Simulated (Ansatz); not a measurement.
Fe, hcp: how the functional moves the structure

All rows: Ansatz, plane waves with scalar-relativistic PAW, 420 eV (500 eV for the SCAN forms), relaxed under each functional, no dispersion correction, no zero-point motion. B₀ comes from uniform scaling at fixed shape; a dash is a value not given.

```json
{"functional": "PBE", "V (Å³/atom)": "10.21", "cell": "a = 2.462 Å, c = 3.893 Å (c/a = 1.581)", "B₀ (GPa)": "291", "magnetic state": "spin not included", "ΔE to bcc (meV/atom)": "78"}
{"functional": "r²SCAN", "V (Å³/atom)": "12.23", "cell": "a = 2.539 Å, c = 4.381 Å (c/a = 1.725)", "B₀ (GPa)": "161", "magnetic state": "ferromagnetic, net 2.79 μB per atom", "ΔE to bcc (meV/atom)": "167"}
{"functional": "PBEsol", "V (Å³/atom)": "9.83", "cell": "a = 2.430 Å, c = 3.843 Å (c/a = 1.581)", "B₀ (GPa)": "324", "magnetic state": "spin not included", "ΔE to bcc (meV/atom)": "-28"}
{"functional": "LDA", "V (Å³/atom)": "9.56", "cell": "a = 2.408 Å, c = 3.806 Å (c/a = 1.580)", "B₀ (GPa)": "350", "magnetic state": "spin not included", "ΔE to bcc (meV/atom)": "-160"}
{"functional": "revPBE", "V (Å³/atom)": "10.37", "cell": "a = 2.474 Å, c = 3.913 Å (c/a = 1.581)", "B₀ (GPa)": "277", "magnetic state": "spin not included", "ΔE to bcc (meV/atom)": "137"}
{"functional": "RPBE", "V (Å³/atom)": "10.43", "cell": "a = 2.479 Å, c = 3.920 Å (c/a = 1.582)", "B₀ (GPa)": "272", "magnetic state": "spin not included", "ΔE to bcc (meV/atom)": "160"}
{"functional": "BLYP", "V (Å³/atom)": "10.63", "cell": "a = 2.497 Å, c = 3.937 Å (c/a = 1.577)", "B₀ (GPa)": "259", "magnetic state": "spin not included", "ΔE to bcc (meV/atom)": "117"}
```

LDA gives the smallest volume and r²SCAN the largest.
